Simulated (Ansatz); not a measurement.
# LiCl: stable or not

The structure comes from a generated guess, relaxed at this level; another structure or a mixture of phases may lie lower.

All numbers below come from DFT PBE, scalar-relativistic, plane waves, PAW in Ansatz. Plane waves to 420 eV, a 6×2×4 mesh through Γ for the 12-atom cell and 0.02 eV Gaussian smearing; no spin polarisation.

```
CELL_PARAMETERS angstrom
3.65988 0.00000 0.00000
0.00000 10.61283 0.00000
0.00000 0.00000 6.46914
ATOMIC_POSITIONS crystal
Li 0.00000 0.89478 0.08236
Li 0.00000 0.60648 0.91095
Li 0.50000 0.75454 0.54982
Li 0.00000 0.10522 0.58236
Li 0.00000 0.39352 0.41095
Li 0.50000 0.24546 0.04982
Cl 0.00000 0.59249 0.55220
Cl 0.00000 0.90310 0.44481
Cl 0.50000 0.75861 0.96084
Cl 0.00000 0.40751 0.05220
Cl 0.00000 0.09690 0.94481
Cl 0.50000 0.24139 0.46084
```

Energies over the elements count from the elements' standard structures at the same level (Cl₂ as a molecule), with no fitted energy shifts.

Problem. These tests were run: energy against the elements; phonons on a 2×1×1 q mesh. What do they show?

Solution.

| test | result |
| --- | --- |
| energy against the elements | −1.829 eV/atom |
| phonons on a 2×1×1 q mesh | no imaginary mode on the mesh |

It fails none of these tests. Whether a mixture of other phases lies lower isn't tested here.

The run for the phonons used a 6×2×4 k mesh. Another cell of LiCl relaxed alike, in P3m1, lies 46 meV/atom lower, so this cell isn't the stable form at this level.
